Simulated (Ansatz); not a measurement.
CoO:

```xyz
2
Lattice="2.5705 0.0000 0.0000 0.0000 2.5705 0.0000 0.0000 0.0000 2.5705" Properties=species:S:1:pos:R:3 pbc="T T T"
Co    0.0000    0.0000    0.0000
O     1.2853    1.2853    1.2853
```

Measurements of this composition are mostly on another form, of space group No. 225.

| Property | Result |
| --- | --- |
| Program | Ansatz 0.2.0 |
| Task | relaxation of cell and atoms |
| Functional | BLYP |
| Potentials or basis | Ansatz PAW |
| Cutoff | 420 eV (not typed: the program's choice for these potentials) |
| k mesh | 7 × 7 × 7 |
| Occupations | fermi-dirac, width 0.05 eV |
| Spin | collinear spin, ferromagnetic start |
| Starting moments | [2.0, 0.0] μB |

At the start: volume 8.49 Å³/atom.

Question: How do energy, volume and symmetry change on relaxing?

Answer: It ends after 9 steps and the volume is 9.37 Å³/atom (+10.3 %); space group Pm-3m (No. 221, to 0.05 Å); moment 3.00 μB per cell.

Step by step:
| step | energy change (eV) | largest force (eV/Å) | volume (Å³) |
| --- | --- | --- | --- |
| 1 | 0.0000 | 0.0000 | 16.99 |
| 2 | -0.0745 | 0.0000 | 17.83 |
| 3 | -0.0915 | 0.0000 | 18.50 |
| 4 | -0.0912 | 0.0000 | 18.58 |
| 5 | -0.0912 | 0.0000 | 18.59 |
| 6 | -0.1074 | 0.0000 | 18.59 |
| 7 | -0.1073 | 0.0000 | 18.71 |
| 8 | -0.1071 | 0.0000 | 18.73 |
| 9 | -0.1084 | 0.0000 | 18.73 |

Final structure:
```xyz
2
Lattice="2.6559 0.0000 0.0000 0.0000 2.6559 0.0000 0.0000 0.0000 2.6559" Properties=species:S:1:pos:R:3 pbc="T T T"
Co    0.0000    0.0000    0.0000
O     1.3279    1.3279    1.3279
```

Caveat: the plane-wave basis is chosen anew once the cell has moved, so the energies of steps on either side of that aren't comparable; the pressure holds a Pulay correction of +0.9 GPa for the finite cutoff; a cell with one magnetic atom can't hold antiferromagnetic order, which such compounds often take; the PAW data sets come from PBE, with cores solved anew for the run's functional, which leaves a small shift of forces and pressure.
